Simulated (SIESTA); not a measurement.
Crystal: Ag.

```
CELL_PARAMETERS angstrom
0.00000 2.04275 2.04275
2.04275 0.00000 2.04275
2.04275 2.04275 0.00000
ATOMIC_POSITIONS crystal
Ag 0.00000 0.00000 0.00000
```

Base run:

```yaml
Program: SIESTA 5.4.2
Functional: PBEGcGxHEG
Potentials_or_basis: PseudoDojo 0.4 standard (PBE files)
Basis: DZP (energy shift 0.002 Ry)
Grid_cutoff: 800 Ry
Energy_shift: 0.002 Ry
k_mesh: 11 × 11 × 11
Occupations: fermi-dirac, width 0.05 eV
Spin: no spin polarisation
```

Its results: band gap on the k mesh none (metal or under the smearing width); pressure -4.5 GPa.

Problem. After a change of settings the same cell gave: band gap on the k mesh none (metal or under the smearing width); pressure 5.5 GPa. Which change was it?
A. functional from PBEGcGxHEG to BP86
B. functional from PBEGcGxHEG to OLYP
C. functional from PBEGcGxHEG to PBE; potentials or basis from PseudoDojo 0.4 standard (PBE files) to SPMS 1.0 NC or PseudoDojo by element (PBE files)
D. functional from PBEGcGxHEG to LDA-PZ; potentials or basis from PseudoDojo 0.4 standard (PBE files) to PseudoDojo 0.4 standard (LDA files)

Solution. A.

Caveats: semicore shells carry a single zeta, which can move pressures by several GPa and volumes by a few percent; the potentials were made for another functional, which shifts forces and pressure; the basis of atomic orbitals isn't converged, which shifts pressures, moduli and gaps.

Not every run made on this cell is shown here.
